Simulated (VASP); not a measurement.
Input of a VASP 6.6.1 run:

INCAR

```
PREC = Accurate
ENCUT = 520
EDIFF = 1E-7
ISMEAR = 0
SIGMA = 0.1
LREAL = F
LASPH = T
NELM = 100
ALGO = Normal
ISIF = 3
LWAVE = F
LCHARG = F
GGA = PS
IBRION = 2
NSW = 80
EDIFFG = -0.002
PSTRESS = 200.0
```

Contents of KPOINTS:

```
regular mesh
0
Gamma
  4 4 4
```

The input POSCAR:

```
AlN                                     
1.0
    0.0000000000      1.9784441498      1.9784441498
    1.9784441498      0.0000000000      1.9784441498
    1.9784441498      1.9784441498      0.0000000000
  Al              N             
     1     1
Direct
     0.5000000000000000    0.5000000000000000    0.5000000000000000
     0.0000000000000000    0.0000000000000000    0.0000000000000000
```

Potentials or basis: VASP PAW PBE potentials, release 64 (Al, N).

Run with:

```sh
$ cat potpaw_PBE.64/Al/POTCAR potpaw_PBE.64/N/POTCAR > POTCAR
$ mpirun -np 1 vasp_std > vasp.out
```

(1) What does it give for the band gap on the k mesh?

## Answers

(1) 4.96 eV, indirect (least direct gap 6.61 eV).

Caveat: the k mesh is coarse (spacing up to 0.69 Å⁻¹), so the values aren't converged; the relaxation stopped at its first step, so nothing moved; the cell is relaxed towards a set pressure, so the enthalpy falls and the energy may rise.
